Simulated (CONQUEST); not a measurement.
Crystal: W.

```
W
1.0
     5.08300    0.00000    0.00000
     0.00000    5.08300    0.00000
     0.00000    0.00000    5.08300
W
8
Direct
  0.00000 0.25000 0.50000
  0.00000 0.75000 0.50000
  0.50000 0.00000 0.25000
  0.50000 0.00000 0.75000
  0.75000 0.50000 0.00000
  0.25000 0.50000 0.00000
  0.50000 0.50000 0.50000
  0.00000 0.00000 0.00000
```

This isn't the form of W at room conditions, which is bcc.

Base run:

| Property | Result |
| --- | --- |
| Program | CONQUEST 1.3 |
| Functional | PBE |
| Potentials or basis | PseudoDojo NC PBE, DZP, grid cutoff 120 Ha |
| k mesh | 5 × 5 × 5 |
| Occupations | fermi-dirac, width 0.05 eV |
| Spin | no spin polarisation |

Its results: band gap on the k mesh none (metal or under the smearing width); pressure 2.8 GPa.

The run is repeated on the same cell with these changes: functional from PBE to PBEsol; potentials or basis from PseudoDojo NC PBE, DZP, grid cutoff 120 Ha to PseudoDojo NC PBEsol, DZP, grid cutoff 120 Ha. What comes out?

Band gap on the k mesh none (metal or under the smearing width); pressure -5.5 GPa.

Caveats: the basis of atomic orbitals isn't converged, which shifts pressures, moduli and gaps.
